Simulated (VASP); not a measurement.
InP:

```
CELL_PARAMETERS angstrom
0.00000 2.76883 2.76883
2.76883 0.00000 2.76883
2.76883 2.76883 0.00000
ATOMIC_POSITIONS crystal
In 0.00000 0.00000 0.00000
P 0.50000 0.50000 0.50000
```

Measurements of this composition are mostly on another form, of space group No. 216.

* Program: VASP 6.6.1
* Task: relaxation of cell and atoms
* Functional: r2SCAN
* Potentials or basis: VASP PAW PBE potentials, release 64 (In_d, P)
* Cutoff: 600 eV
* k mesh: 8 × 8 × 8
* Occupations: gaussian, width 0.05 eV
* Spin: no spin polarisation

At the start: pressure -2.0 GPa; volume 21.23 Å³/atom.

Task: Where does the relaxation end?

Result: Over 3 steps the energy falls by 3.3 meV/atom and the volume is 20.70 Å³/atom (-2.5 %); space group Fm-3m (No. 225, to 0.05 Å).

The path:
```tsv
step	energy change (eV)	largest force (eV/Å)	pressure (GPa)	volume (Å³)
1	0.0000	0.0000	-1.96	42.45
2	-0.0048	0.0000	1.15	40.88
3	-0.0067	0.0000	0.02	41.41
```

Final structure:
```
In P
1.0
     0.00000    2.74588    2.74588
     2.74588    0.00000    2.74588
     2.74588    2.74588    0.00000
In P
1 1
Direct
  0.00000 0.00000 0.00000
  0.50000 0.50000 0.50000
```

Caveat: the PAW data sets were made with another functional, which shifts forces and pressure a little.
